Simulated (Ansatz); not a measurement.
**In2GaAs3: tests of the settings**

One table from this session's results is given with a row withheld; the runs are named, their logs left out.

Program: Ansatz 0.2.0. Level of theory: DFT PBEsol, scalar-relativistic, plane waves, PAW. These are calculated values, not measurements.

1 further run of the same task is left out (set aside as unsound or not needed). Runs told in other sessions of the task aren't counted.

**The system as given**

The structure is tetragonal, space group I-4m2 (No. 119). The conventional cell has a = 4.280 Å, b = 4.280 Å, c = 18.120 Å, α = 90.00°, β = 90.00°, γ = 90.00°. Around In (site symmetry 2mm) lie 4 As at 2.66 to 2.67 Å. Around Ga (site symmetry -4m2) lie 4 As at 2.54 Å. As (site symmetry -4m2) has 4 In at 2.66 Å in its first shell of neighbours. As (site symmetry 2mm) is surrounded by 2 Ga at 2.54 Å and 2 In at 2.67 Å.

As a file:

```cif
data_structure
_symmetry_space_group_name_H-M 'P 1'
_symmetry_Int_Tables_number 1
_cell_length_a 9.5523
_cell_length_b 9.5523
_cell_length_c 9.5523
_cell_angle_alpha 154.106
_cell_angle_beta 154.106
_cell_angle_gamma 36.946
_cell_volume 165.99
loop_
_atom_site_label
_atom_site_type_symbol
_atom_site_fract_x
_atom_site_fract_y
_atom_site_fract_z
_atom_site_occupancy
In1 In 0.33676 0.33676 0.00000 1
In2 In 0.66324 0.66324 0.00000 1
Ga1 Ga 0.00000 0.00000 0.00000 1
As1 As 0.25000 0.75000 0.50000 1
As2 As 0.57547 0.07548 0.50000 1
As3 As 0.92453 0.42452 0.50000 1
```

Source of the structure: the Materials Project (structure only). It is taken as it stands there.

**The base input**

Input file input.yaml:

```yaml
crystal:
  lattice:
    - [-2.140184, 2.140184, 9.060064]
    - [2.140184, -2.140184, 9.060064]
    - [2.140184, 2.140184, -9.060064]
  atoms:
    - { symbol: In, position: [0.336756, 0.336756, 0.0] }
    - { symbol: In, position: [0.663244, 0.663244, 0.0] }
    - { symbol: Ga, position: [0.0, 0.0, 0.0] }
    - { symbol: As, position: [0.25, 0.75, 0.5] }
    - { symbol: As, position: [0.575475, 0.075475, 0.5] }
    - { symbol: As, position: [0.924525, 0.424525, 0.5] }
basis:
  ecutwfc: 420
kpoints:
  mp_grid: { grid: [12, 12, 12] }
hamiltonian:
  xc: pbesol
scf:
  occupations: { method: gaussian, width: 0.1 }
output:
  forces: true
  stress: true
  eigenvalues: true
  populations: true
  write_density: true
  write_potential: true
  elf: true
  volumetric_format: npy
```

It was run beforehand and gave: -4872.3892 eV/atom at zero smearing, pressure -2.69 GPa, largest force 0.044 eV/Å, no gap on the mesh, in 8 SCF cycles and 3.6 min.

The first run:

Input file input.yaml:

```yaml
crystal:
  lattice:
    - [-2.140184, 2.140184, 9.060064]
    - [2.140184, -2.140184, 9.060064]
    - [2.140184, 2.140184, -9.060064]
  atoms:
    - { symbol: In, position: [0.336756, 0.336756, 0.0] }
    - { symbol: In, position: [0.663244, 0.663244, 0.0] }
    - { symbol: Ga, position: [0.0, 0.0, 0.0] }
    - { symbol: As, position: [0.25, 0.75, 0.5] }
    - { symbol: As, position: [0.575475, 0.075475, 0.5] }
    - { symbol: As, position: [0.924525, 0.424525, 0.5] }
basis:
  ecutwfc: 420
kpoints:
  mp_grid: { grid: [1, 1, 1] }
hamiltonian:
  xc: pbesol
scf:
  occupations: { method: gaussian, width: 0.1 }
output:
  forces: true
  stress: true
  eigenvalues: true
```

Command:

```console
ansatz run input.yaml --threads 1 --pin off --max-ram 2560MiB --backend cpu --events-out ev --progress --plain --runs-dir out
```

Among the steps run: K-point mesh set to 1×1×1; K-point mesh: 2×2×2; K-point mesh: 4×4×4; K-point mesh set to 6×6×6; K-point mesh set to 8×8×8; K-point mesh set to 10×10×10; K-point mesh: 14×14×14; K-point mesh set to 16×16×16.

One table of the session follows, with a row left open; its other results are not shown here.

```
    mesh  ΔE (meV/atom)  pressure (GPa)  largest change of a force component (eV/Å)
   1×1×1           2328           19.42                                       1.458
   2×2×2              ?               ?                                           ?
   4×4×4           22.3           -2.51                                       0.016
   6×6×6           3.28           -2.67                                       0.001
   8×8×8           0.71           -2.69                                       0.001
10×10×10           0.19           -2.69                                       0.001
12×12×12           0.06           -2.69                                       0.000
14×14×14           0.02           -2.69                                       0.000
16×16×16           0.00           -2.69                                       0.000
```

**Question.** Estimate the row for 2×2×2.

As computed: ΔE (meV/atom): 309; pressure (GPa): -0.18; largest change of a force component (eV/Å): 0.258. In the column «ΔE (meV/atom)» it lies between 4×4×4 (22.3) and 1×1×1 (2328).
